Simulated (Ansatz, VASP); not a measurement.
**H: VASP beside Ansatz**

```
H
1.0
     6.46330    0.00000    0.00000
     0.00000    6.46330    0.00000
     0.00000    0.00000    6.46330
H
20
Direct
  0.72241 0.73796 0.76853
  0.80209 0.71553 0.68521
  0.96861 0.83157 0.07143
  0.86156 0.80381 0.11000
  0.02112 0.23096 0.72468
  0.01352 0.16143 0.63051
  0.72159 0.45452 0.44185
  0.67701 0.36330 0.50059
  0.41721 0.75676 0.30581
  0.34548 0.84726 0.28572
  0.79860 0.00420 0.42581
  0.68680 0.01934 0.39355
  0.03194 0.64826 0.50458
  0.02513 0.63806 0.38784
  0.40202 0.92675 0.80506
  0.40996 0.93251 0.68823
  0.22808 0.08486 0.02256
  0.17242 0.15731 0.09635
  0.34018 0.38657 0.40616
  0.27082 0.32851 0.33165
```

Alike in both runs: functional PBEsol; k mesh 1 × 1 × 1; occupations fermi-dirac, width 0.05 eV; no spin polarisation.

Ansatz relaxed the structure, and its values are those at the end. VASP's run is a single point on that final structure, the one shown.

```csv
,VASP,Ansatz
version,VASP 6.6.1,Ansatz 0.2.0
potentials or method,"VASP PAW PBE potentials, release 64 (H)","scalar-relativistic, plane waves, PAW"
plane-wave cutoff (eV),520,420
valence electrons in the cell,20,20
```

Ansatz gave:

```
rms of the force components (eV/Å) : 0.020
```

**Question.** What did VASP give for the same quantities?

**Answer.** rms of the force components (eV/Å): 0.019.

The functional is the same, so the differences come from potentials, cutoffs and numerics.

Caveats: the PAW data sets were made with another functional, which shifts forces and pressure a little (VASP).
